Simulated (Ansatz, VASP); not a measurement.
# KCl (Sylvite) in two plane-wave programs, part 2 of 2

Wanted: the spread between two codes on one cell, functional and k mesh. The cell is taken from a series of VASP runs on this material, whose earlier steps may have relaxed, scaled or displaced it; both programs get it as it stands.

VASP 6.6.1 and Ansatz 0.2.0.

So far: Set-up; VASP: zone-centre phonons, LDA.

### 3. Ansatz: zone-centre phonons, LDA

Level of this step: Ansatz beside VASP: Kohn-Sham DFT, plane waves, LDA (Ansatz).

Ansatz runs on its default PAW (the set named soft_2) files.

The same cell, functional (in two slightly different forms) and mesh now go to Ansatz, which takes its cutoff from its data sets.

The input, input.yaml:

```yaml
crystal:
  lattice:
    - [0.0, 3.0108676212, 3.0108676212]
    - [3.0108676212, 0.0, 3.0108676212]
    - [3.0108676212, 3.0108676212, 0.0]
  atoms:
    - { symbol: K, position: [0.0, 0.0, 0.0] }
    - { symbol: Cl, position: [0.5, 0.5, 0.5] }
hamiltonian:
  xc: lda
  pseudopotentials: { kind: paw }
kpoints:
  mp_grid: { grid: [12, 12, 12] }
scf:
  occupations: { method: fixed }
phonons:
  method: dfpt
  qpoints: [[0, 0, 0]]
  dielectric: true
  rigid_motions: translations
```

The run is started by

```console
> ansatz run input.yaml --threads 4 --pin off --max-ram 9216MiB --backend cpu --events-out ev --progress --plain --runs-dir out
```

Numbers of over 12 decimals in the logs are rounded to 6 here.

Log:

```text
Engine: ansatz 0.2.0, x86_64-unknown-linux-gnu
Pseudopotentials: kind: paw
Pseudopotential: K, paw, valence charge 9, recommended cutoff 420 eV (normal), K.paw.azcp
Pseudopotential: Cl, paw, valence charge 7, recommended cutoff 420 eV (normal), Cl.paw.azcp
Functional definition: SPW92
  exchange = slater_x
  correlation = pw_c
Crystal: 2 atoms, lattice volume = 54.589 Å³
Basis set: ecut = 420 eV, 1067 PW (Γ), exchange–correlation on 60×60×60 points (8 copies of the dense FFT grid, shifted against one another)
Bands: 12, of which v1, the nominal top of the filled ones, is band 8 counted from 1 (7 counted from 0)
Symmetry: 48 space group operations
k-points: 163 of 1728 (irreducible under 8 space group operations, time reversal used)
Non-local potential: K, projectors of the file, l = 0: 3, l = 1: 2, l = 2: 2
Non-local potential: Cl, projectors of the file, l = 0: 2, l = 1: 2, l = 2: 2
PAW form: soft (Blöchl's): semilocal exchange-correlation on the pseudo side does not see the compensation charge
PAW frozen core: K, regenerated for the run's functional, and the local potential with it (the file was generated under x = pbe(κ = 0.804, μ = 0.219515), c = pbe(β = 0.066725))
PAW frozen core: Cl, regenerated for the run's functional, and the local potential with it (the file was generated under x = pbe(κ = 0.804, μ = 0.219515), c = pbe(β = 0.066725))
PAW one-centre angular grid: K, 110 points (default); XC on 64 Gauss nodes
PAW one-centre angular grid: Cl, 110 points (default); XC on 64 Gauss nodes
Initial density: superposition of atomic densities (neutral atoms: chi_scale 0, normalization atom), corrected by the library's trained network
Initial wavefunctions: pseudopotential atomic-orbital guess
Functional: x = slater, c = lda
SCF iter   1: F=—  HF=-2544.297325 eV  |F-HF|=—  |Δ(HF+E_count)|=         —  Δρ=6.73e-3  dr2=2.37e-2  ethr=1.77e-3  ⟨swp⟩=4.8  Hψ=10648  notcnv=0  defer=317
preconditioner: auto → none  [insulator: Δε(μ)=5.099 eV  Ē_g=15.150 eV  n_scr=14 (ndim 8)  ℏωp=18.8 eV  f_vac=0.063  ε∞_Penn≈2.5]
SCF iter   2: F=—  HF=-2544.289471 eV  |F-HF|=—  |Δ(HF+E_count)|=   7.85e-3  Δρ=3.04e-3  dr2=2.18e-3  ethr=1.48e-4  ⟨swp⟩=2.4  Hψ=4241  notcnv=0  defer=324
SCF iter   3: F=—  HF=-2544.288829 eV  |F-HF|=—  |Δ(HF+E_count)|=   6.41e-4  Δρ=1.03e-3  dr2=3.19e-4  ethr=1.36e-5  ⟨swp⟩=2.7  Hψ=3244  notcnv=0  defer=324
SCF iter   4: F=—  HF=-2544.288735 eV  |F-HF|=—  |Δ(HF+E_count)|=   9.48e-5  Δρ=8.91e-5  dr2=3.14e-6  ethr=1.99e-6  ⟨swp⟩=2.4  Hψ=2827  notcnv=0  defer=106
SCF iter   5: F=—  HF=-2544.288732 eV  |F-HF|=—  |Δ(HF+E_count)|=   2.80e-6  Δρ=1.74e-5  dr2=3.70e-8  ethr=1.96e-8  ⟨swp⟩=2.6  Hψ=3175  notcnv=0
SCF iter   6: F=—  HF=-2544.288733 eV  |F-HF|=—  |Δ(HF+E_count)|=   1.24e-6  Δρ=1.06e-6  dr2=5.62e-10  ethr=2.32e-10  ⟨swp⟩=1.7  Hψ=2713  notcnv=0
SCF iter   7: F=-2544.288733 eV  HF=-2544.288733 eV  |F-HF|=1.36e-12  |Δ(HF+E_count)|=  1.86e-10  Δρ=1.56e-7  dr2=5.38e-12  ethr=1.00e-12  ⟨swp⟩=6.9  Hψ=10989  notcnv=0
SCF 1 converged in 7 iterations: F = -2544.288733 eV  dr2 = 5.38e-12
  greatest PAW one-centre occupation: 0.985 electrons in one spin orbital (limit 2), on the K atom at site 0 (counted from 0), in its partial waves of l = 0
NSCF: frozen V_eff on 1 k-points
DFPT response loops at Γ: preconditioner auto → none (the input reference at scf.mixing.eps_inf says where Resta's filter doesn't serve); β = 0.50; Broyden in place of MSR1
SCF converged after 7 iterations
Free energy (F): -2544.288733 eV
Harris-Foulkes:  -2544.288733 eV  (|F-HF|=1.36e-12)
Internal energy: -2544.288733 eV  (E = F + TS)
E sigma→0 (E₀):  -2544.288733 eV
Fermi energy:    1.555556 eV
--- Per-component energies (eV) ---
  E_band       = -117.883373
  E_kinetic    = 416.552718
  E_local      = -779.522277  (includes V_loc(G=0)·N_el)
  E_nonlocal   = 45.697249
  E_hartree    = 257.215934
  E_xc         = -239.835414
  E_vxc        = -286.226085  (∫ρ·V_xc dr)
  E_paw        = -1368.036872  (= ΣΔE_a)
  E_vpaw       = -28.816949  (= ΣTr[D̂ρ^β])
  E_aug_tail   = 0.000095  (compensation charges beyond the density's cutoff)
  E_ewald      = -876.808157
  E_core_change = 0.447992  (= ΣΔE_core)
  E_smearing   = -0.000000  (= −TS)
  E_closure    = -0.000000  (closes the sum)
  Σ components = -2544.288733   (vs F -2544.288733, Δ=0.00e0)
--- Band table (eV; the first three rows and the last of 163) ---
  k-point 0: bands = [... 4 lower, -8.7045, 1.5556, 1.5556, 1.5556, 6.7708, 9.6526, 9.6526, 9.6526]
  k-point 1: bands = [... 4 lower, -8.6791, 1.4334, 1.5206, 1.5206, 6.9750, 9.5890, 9.7535, 9.7535]
  k-point 2: bands = [... 4 lower, -8.6119, 1.1309, 1.4278, 1.4278, 7.5055, 9.4887, 10.0487, 10.0487]
  k-point 162: bands = [... 4 lower, -8.5742, 0.8908, 0.9850, 0.9850, 9.3975, 9.3975, 11.2348, 11.7217]
--- Phonons (Γ-DFPT): 2 representative perturbations + reference, on 163 of 1728 k-points (Σ response iterations 6) ---
  k mesh reduced under 8 symmetry operations, with k and −k counted as one. Each operation leaves every solved perturbation unchanged. A smaller set is not considered because the run solves the response to a homogeneous field
  ASR residual: 1.450e-4 → 0.000e0 eV/Å²; symmetrization residual: 2.226e-6 eV/Å²
  ASR residual per site (eV/Å²): 1.45e-4 6.22e-6
  Γ frequencies (cm⁻¹): 0.00 0.00 0.00 171.50 171.50 171.50
  ε∞ (high-frequency dielectric tensor):
        2.540069    -0.000000    -0.000000
        0.000000     2.540069    -0.000000
        0.000000     0.000000     2.540069
  ε⁰ (static dielectric tensor: ions relaxed, cell fixed):
        4.555250     0.000000    -0.000000
        0.000000     4.555250     0.000000
       -0.000000     0.000000     4.555250
  ε⁰ − ε∞ (ionic part):
        2.015181     0.000000    -0.000000
        0.000000     2.015181     0.000000
       -0.000000     0.000000     2.015181
  softest optical mode at Γ: 171.50 cm⁻¹; the repairs (sum rule, projections) moved no ω² at Γ by more than (1.05 cm⁻¹)²
  Born effective charges Z* (e; rows j = field, columns β = displacement):
    site 0:
         1.10567    0.00000   -0.00000
         0.00000    1.10567    0.00000
         0.00000   -0.00000    1.10567
    site 1:
        -1.10567   -0.00000    0.00000
         0.00000   -1.10567   -0.00000
         0.00000    0.00000   -1.10567
  Z* charge neutrality: 3.610e-5 e pre-enforcement
  k-mesh period / interband length: 51.1 Å / 1.27 Å = 40.16 at k = (0.0000, 0.0000, 0.0000), direct gap 5.215 eV — 14 or more, which is no proof of convergence
  optical modes at Γ without the LO–TO term, one row a degenerate level:
      ω (cm⁻¹)  modes    IR ((D/Å)²/amu)
        171.50      3             4.5509
  optical modes at Γ + LO–TO along q̂ = [1.0000, 0.0000, 0.0000]:
      ω (cm⁻¹)  modes    IR ((D/Å)²/amu)
        171.50      2             3.0339
        229.66      1             1.5170
  optical modes at Γ + LO–TO along q̂ = [0.0000, 1.0000, 0.0000]:
      ω (cm⁻¹)  modes    IR ((D/Å)²/amu)
        171.50      2             3.0339
        229.66      1             1.5170
  optical modes at Γ + LO–TO along q̂ = [0.0000, 0.0000, 1.0000]:
      ω (cm⁻¹)  modes    IR ((D/Å)²/amu)
        171.50      2             3.0339
        229.66      1             1.5170
--- Phonons (arbitrary-q DFPT): 1 explicit q-point ---
  q = [0, 0, 0] (of the zone-centre solve; hermiticity 2.21e-6, symmetrization 4.50e-14): -0.00 0.00 0.00 171.50 171.50 171.50
  sum rule: each row above includes the acoustic sum rule's correction from the zone centre's row sums; it moved no ω² by more than (1.00 cm⁻¹)²
```

The job ended after 8.7 s (4 threads of Intel Xeon 6975P-C (Granite Rapids), shared host; peak memory 0.69 GiB; 31 s of CPU time).

### 4. Differences

Known differences besides the potentials themselves: the two LDA forms differ slightly; the cutoff is 420 eV in Ansatz and 500 eV in VASP; VASP's log shows a relativistic correction to its local exchange, Ansatz's none. Total energies have different zeros and are not compared.

The two programs side by side:

```
                                     quantity  Ansatz   VASP  difference
                                        ε∞ xx    2.54   2.54     -0.13 %
                                        ε∞ yy    2.54   2.54     -0.13 %
                                        ε∞ zz    2.54   2.54     -0.13 %
 Born charge of K1 (mean of the diagonal) (e)    1.11   1.11        0.00
Born charge of Cl2 (mean of the diagonal) (e)   -1.11  -1.11        0.00
                   optical mode 1 to 3 (cm⁻¹)   171.5  173.7     -1.25 %
```

Modes are paired by rising frequency and degeneracy, not by their patterns, so a pair may still set unlike modes beside each other.

### 5. Summary of results

```
r.m.s. difference of the optical zone-centre modes, each program's sorted by frequency (zone-centre phonons, LDA) : 2.2 cm⁻¹
difference in optical mode 1 to 3 (zone-centre phonons, LDA)                                                      : -1.3 %
```

**Reading.** The r.m.s. difference of the optical zone-centre modes, each program's sorted by frequency is 2.2 cm⁻¹ (zone-centre phonons, LDA). Among the rows given in per cent, the largest difference of the zone-centre phonons, LDA pair is in optical mode 1 to 3, -1.3 %. Such differences can come from data sets, numerical settings and the points named under the comparisons, not from the functional's error against experiment.

[Lines on the potential files, build, host, timing and source positions are cut from VASP's logs without a mark.]

[Logs are printed without paths, hosts, clocks, repeated set-up lines and the standing remarks that a program may print on its own settings, such as how far it seeks lower states.]

[Hosts, paths, dates, database ids (printed as entryN), source tags and the programs' standing remarks are cut or masked in the printed files.]
